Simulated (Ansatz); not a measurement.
# BN (F-43m) in Ansatz: further runs, part 2 of 2

Ansatz 0.2.0. The steps go on from the part before.

### Step 4. Band structure, PBEsol

input.yaml reads:

```yaml
crystal:
  lattice:
    - [0.0, 1.813001, 1.813001]
    - [1.813001, 0.0, 1.813001]
    - [1.813001, 1.813001, 0.0]
  atoms:
    - { symbol: "N", position: [0.25, 0.25, 0.25] }
    - { symbol: B, position: [0.0, 0.0, 0.0] }
kpoints:
  mp_grid: { grid: [13, 13, 13] }
  band_path:
    path:
      - [0.0, 0.0, 0.0]
      - [0.5, 0.0, 0.5]
      - [0.5, 0.25, 0.75]
      - [0.375, 0.375, 0.75]
      - [0.0, 0.0, 0.0]
      - [0.5, 0.5, 0.5]
      - [0.625, 0.25, 0.625]
      - [0.5, 0.25, 0.75]
    npoints: 6
scf:
  occupations: { method: fermi_dirac, width: 0.05 }
hamiltonian:
  xc: pbesol
  pseudopotentials: { kind: all_electron, datasets: crystal }
output:
  forces: true
  stress: true
  eigenvalues: true
```

Potentials or basis: all-electron PAW datasets made for the crystal.

On the command line:

```
ansatz run input.yaml --threads 1 --pin off --max-ram 3072MiB --backend cpu --events-out ev --progress --plain --runs-dir out
```

What it wrote:

```text
Warning: RAYON_NUM_THREADS=1 ignored (pool sized by the plan → 1); use --threads N
hamiltonian.pseudopotentials.datasets: crystal makes datasets for this crystal and solves the spheres of its atoms anew in each pass: cutoff 520.0 eV, the density's 2600.0 eV; for an error of 0.50 meV an atom under PBE, 1.0 meV for the cell; an energy difference from a run of another recipe may be off by several times the error for the cell, under r2SCAN by more, where some 0.1 meV an atom stays at smaller errors; B in spheres of 0.709 Å, 3 of its electrons in bands, 2 on its site; N in spheres of 0.857 Å, 5 of its electrons in bands; only band paths and densities of states list, in semicore columns, the levels of the semicore shells that are solved separately: 1s of B
Engine: ansatz 0.2.0, aarch64-unknown-linux-gnu
Pseudopotentials: kind: all_electron
Pseudopotential: N, paw, valence charge 5, recommended cutoff 520 eV (normal), crystal/all_electron/pbesol/scalar/gaussian/N, Koelling and Harmon's equation, gaussian nucleus
Pseudopotential: B, paw, valence charge 5, recommended cutoff 520 eV (normal), crystal/all_electron/pbesol/scalar/gaussian/B, Koelling and Harmon's equation, gaussian nucleus
Functional definition: PBEsol
  exchange = pbesol_x
  correlation = pbesol_c
Crystal: 2 atoms, lattice volume = 11.919 Å³
Basis set: ecut = 520 eV, 331 PW (Γ), exchange–correlation on 48×48×48 points (8 copies of the dense FFT grid, shifted against one another)
Bands: 8, of which v1, the nominal top of the filled ones, is band 4 counted from 1 (3 counted from 0)
Symmetry: 24 space group operations
Space group: F-43m (ITA 216), of the structure as read, at distance tolerance 2.3e-5 Å
k-points: 84 of 2197 (time reversal used)
Non-local potential: N, projectors of the file, l = 0: 1, l = 1: 1
Non-local potential: B, projectors of the file, l = 0: 1, l = 1: 1
PAW form: soft (Blöchl's): semilocal exchange-correlation on the pseudo side does not see the compensation charge
PAW one-centre angular grid: N, 110 points (default); XC on its mesh's 1905 points in the sphere
PAW one-centre angular grid: B, 110 points (default); XC on its mesh's 1863 points in the sphere
Initial density: superposition of atomic densities (neutral atoms: chi_scale 0, normalization atom)
Initial wavefunctions: pseudopotential atomic-orbital guess
Functional: x = pbesol(κ = 0.804, μ = 0.12345679012345678), c = pbesol(β = 0.046)
iter 1 solved again at ethr=3.41e-2 eV; its pass at ethr=1.00e-1 eV (dr2=2.72e0 eV) is discarded
SCF iter   1: F=—  HF=-2160.969702 eV  |F-HF|=—  |Δ(HF+E_count)|=         —  Δρ=1.68e-1  dr2=2.72e0  ethr=3.41e-2  ⟨swp⟩=2.0  Hψ=3863  notcnv=0
preconditioner: auto → none  [insulator: Δε(μ)=5.837 eV  Ē_g=20.423 eV  σ=0.050 eV  W_gap=1.00  n_scr=0 (ndim 8)  ℏωp=30.4 eV  f_vac=0.000  D(μ)=0.00/eV (n_scr^D=0)  ε∞_Penn≈3.2]
SCF iter   2: F=—  HF=-2160.297383 eV  |F-HF|=—  |Δ(HF+E_count)|=   6.72e-1  Δρ=6.50e-2  dr2=2.82e-1  ethr=3.40e-2  ⟨swp⟩=3.0  Hψ=1476  notcnv=0
SCF iter   3: F=—  HF=-2160.254888 eV  |F-HF|=—  |Δ(HF+E_count)|=   4.25e-2  Δρ=2.21e-2  dr2=4.05e-2  ethr=3.53e-3  ⟨swp⟩=2.7  Hψ=1443  notcnv=0
iter 4 solved again at ethr=4.22e-6 eV; its pass at ethr=5.06e-4 eV (dr2=3.38e-4 eV) is discarded
SCF iter   4: F=—  HF=-2160.256685 eV  |F-HF|=—  |Δ(HF+E_count)|=   1.80e-3  Δρ=2.00e-3  dr2=3.27e-4  ethr=4.22e-6  ⟨swp⟩=2.3  Hψ=3291  notcnv=0
SCF iter   5: F=—  HF=-2160.256846 eV  |F-HF|=—  |Δ(HF+E_count)|=   1.61e-4  Δρ=5.50e-4  dr2=1.27e-5  ethr=4.09e-6  ⟨swp⟩=2.0  Hψ=1013  notcnv=0
SCF iter   6: F=—  HF=-2160.256907 eV  |F-HF|=—  |Δ(HF+E_count)|=   6.08e-5  Δρ=8.77e-5  dr2=5.53e-7  ethr=1.59e-7  ⟨swp⟩=3.0  Hψ=1165  notcnv=0
SCF iter   7: F=-2160.256907 eV  HF=-2160.256907 eV  |F-HF|=2.89e-9  |Δ(HF+E_count)|=   3.30e-7  Δρ=6.28e-6  dr2=3.37e-9  ethr=6.91e-9  ⟨swp⟩=3.0  Hψ=1288  notcnv=0
SCF 1 converged in 7 iterations: F = -2160.256905 eV  dr2 = 3.37e-9
  Residual-converged pass: ⟨swp⟩=3.0  Hψ=1270  notcnv=0  max |occ|·‖R‖ = 5.2e-6 eV (tolerance 5.3e-6 eV)  dr2=3.66e-9  dr2_onsite=4.01e-9  max |Δocc| = 0.0e0
NSCF: frozen V_eff on 43 k-points
SCF converged after 7 iterations
Free energy (F): -2160.256905 eV
Harris-Foulkes:  -2160.256905 eV  (|F-HF|=2.89e-9)
Internal energy: -2160.256905 eV  (E = F + TS)
E sigma→0 (E₀):  -2160.256905 eV
Past the cutoff: the bands carry plane waves up to 1.75 times it, of which those up to 1.5 times it add -0.000093 eV an atom, each by itself; the spheres take 0.000106 eV an atom off the energy for waves past 1.75 times it
By the cutoff:   a pressure is off by up to 0.008 GPa (1.2 times the spheres' own share and the shells' term, over an atom's volume, and 0.004 GPa: a bound that held against runs at twice the plane waves)
Past the cutoffs: a stress includes 0.0040 GPa for waves and charges beyond them, in addition to the slope of what the spheres take
In the spheres:  the bands' charges fall short by 4.2e-7 e at most (sound up to 1e-3), those of shells solved beside the bands by 4.6e-9 e (sound up to 5e-4)
Fermi energy:    13.437995 eV
--- Per-component energies (eV) ---
  E_band       = 27.370874
  E_kinetic    = 179.591058
  E_local      = -273.674442  (includes V_loc(G=0)·N_el)
  E_nonlocal   = -5.287054
  E_hartree    = 107.586638
  E_xc         = -88.400235
  E_vxc        = -115.983242  (∫ρ·V_xc dr)
  E_paw        = -2647.298550  (= ΣΔE_a)
  E_vpaw       = -1074.478455  (= ΣTr[D̂ρ^β])
  E_ewald      = -534.803774
  E_smearing   = -0.000000  (= −TS)
  E_closure    = 1102.029454  (closes the sum)
  Σ components = -2160.256905   (vs F -2160.256905, Δ=0.00e0)
  The terms above E_closure are by the made datasets' own strengths, without shells solved beside the bands.
--- Forces (eV/Å), atoms counted from 1 ---
  atom   1  N     -0.00000000     0.00000000     0.00000000
  atom   2  B      0.00000000    -0.00000000     0.00000000
  max |Σ_I F_I| component: 4.81e-16 eV/Å
--- Stress (GPa, compression-positive) ---
       -6.288370       0.000000       0.000000
        0.000000      -6.288370       0.000000
       -0.000000       0.000000      -6.288370
  P = ⅓ Tr σ = -6.2884 GPa (-62.884 kbar)
  It holds what live shells' own plane waves past their cutoff add
--- Band table (eV; the first three rows and the last of 84) ---
  k-point 0: bands = ["-8.8743", "11.2709", "11.2709", "11.2709", "19.9932", "19.9932"]
  k-point 1: bands = ["-8.7306", "10.4830", "11.1160", "11.1160", "20.1574", "20.2278"]
  k-point 2: bands = ["-8.3040", "8.6204", "10.7288", "10.7288", "20.4211", "20.7929"]
  k-point 83: bands = ["-3.0608", "3.4569", "4.3227", "5.2127", "20.5454", "24.1166"]
```

bands.tsv:

```text
# k_distance	band_0	band_1	band_2	band_3	band_4	band_5	band_6	band_7	semicore_0
# fermi_ev = 13.437995
# lock_threshold_ev = 1e-6
# [0, 0, 0] at k_distance = 0.000000
# [0.5, 0, 0.5] at k_distance = 1.732814
# [0.5, 0.25, 0.75] at k_distance = 2.599220
# [0.375, 0.375, 0.75] at k_distance = 3.211862
# [0, 0, 0] at k_distance = 5.049789
# [0.5, 0.5, 0.5] at k_distance = 6.550449
# [0.625, 0.25, 0.625] at k_distance = 7.611576
# [0.5, 0.25, 0.75] at k_distance = 8.224219
# levels_relative_to = fermi_ev
# free_energy_ev = -2160.256905
# largest_residual_norms_ev = 5.000e-6 5.000e-6 5.000e-6 5.000e-6 7.255e-6 1.068e-5 1.068e-5 2.764e-5
0.000000	-22.312288	-2.167123	-2.167123	-2.167123	6.555213	6.555213	6.555213	7.955055	-173.627174
0.288802	-22.087691	-2.761173	-2.714996	-2.714996	6.194102	7.287702	7.287702	8.597993	-173.627166
0.577605	-21.423246	-4.232530	-3.914508	-3.914508	5.457817	9.027208	9.027208	9.547093	-173.627136
0.866407	-20.352995	-6.137013	-5.172471	-5.172471	4.480456	9.180676	11.139696	11.139696	-173.627094
1.155209	-18.963091	-8.210629	-6.190553	-6.190553	3.366017	7.935971	13.228446	13.228446	-173.627052
1.444011	-17.497936	-10.134050	-6.838333	-6.838333	2.453902	7.125506	14.896938	14.896938	-173.627023
[... 35 lines left out ...]
8.122112	-16.430426	-9.819463	-9.248457	-8.406984	7.041330	10.984571	11.779859	12.881586	-173.627008
8.224219	-16.407985	-9.725645	-9.144498	-8.687262	7.233993	10.985113	12.103886	12.341721	-173.627006
```

Run time: 8 s. Hardware: 1 thread of Arm Neoverse V1, shared host; peak memory 0.37 GiB.

What came out:

| Quantity | Value |
| --- | --- |
| Free energy | -2160.2569 eV |
| Pressure | -6.3 GPa |
| Band gap on the k mesh | 4.35 eV, indirect (least direct gap 8.72 eV) |
| Band gap along the path | 4.28 eV, indirect (least direct gap 8.72 eV) |

Levels at the corners of the path, in eV from the valence-band top:
```
point  band 1  band 2  band 3  band 4  band 5  band 6  band 7  band 8
    Γ  -20.15    0.00    0.00    0.00    8.72    8.72    8.72   10.12
    X  -14.56   -8.90   -4.89   -4.89    4.28    9.04   17.74   17.74
    W  -14.24   -7.56   -6.98   -6.52    9.40   13.15   14.27   14.51
    K  -14.47   -8.11   -7.68   -4.07    6.73   12.68   15.66   16.50
    Γ  -20.15    0.00    0.00    0.00    8.72    8.72    8.72   10.12
    L  -15.92  -10.69   -1.93   -1.93    9.97   10.58   10.58   14.99
    U  -14.47   -8.11   -7.68   -4.07    6.73   12.68   15.66   16.50
    W  -14.24   -7.56   -6.98   -6.52    9.40   13.15   14.27   14.51
```

### Step 5. Summary

```csv
potentials or basis,cutoff (eV),basis error allowed,gap on the mesh (eV),pressure (GPa)
"all-electron LAPW, scalar-relativistic",446,0.001 eV/atom,4.35,-6.3
"all-electron LAPW, non-relativistic",446,0.001 eV/atom,4.36,-6.2
all-electron PAW datasets made for the crystal,520,-,4.35,-6.3
```

Alike in all rows: task band structure; level PBEsol; no spin polarisation; cell as given; k mesh 13 × 13 × 13; smearing fermi-dirac 0.05 eV.

Compare energies only between runs with the same functional and basis.

### Step 6. Against experiment

Step 2. Against the measured gap of BN, 6.4 eV (indirect; 300 K; a printed reference work, monograph), the calculated 4.28 eV is off by -2.12 eV. The value is that of PBEsol, without temperature or zero-point motion. Semilocal functionals fall short of measured gaps as a rule. The cell is a database's relaxed one, not the measured one, which moves gaps too.

Step 3. A measured gap of BN is 6.4 eV (indirect; 300 K; a printed reference work, monograph); the calculated 4.29 eV misses it by -2.11 eV. The value is that of PBEsol, without temperature or zero-point motion. Semilocal functionals fall short of measured gaps as a rule. The cell is a database's relaxed one, not the measured one, which moves gaps too.

Step 4. A measured gap of BN is 6.4 eV (indirect; 300 K; a printed reference work, monograph); the calculated 4.28 eV misses it by -2.12 eV. The value is that of PBEsol, without temperature or zero-point motion. Semilocal functionals fall short of measured gaps as a rule. The cell is a database's relaxed one, not the measured one, which moves gaps too.
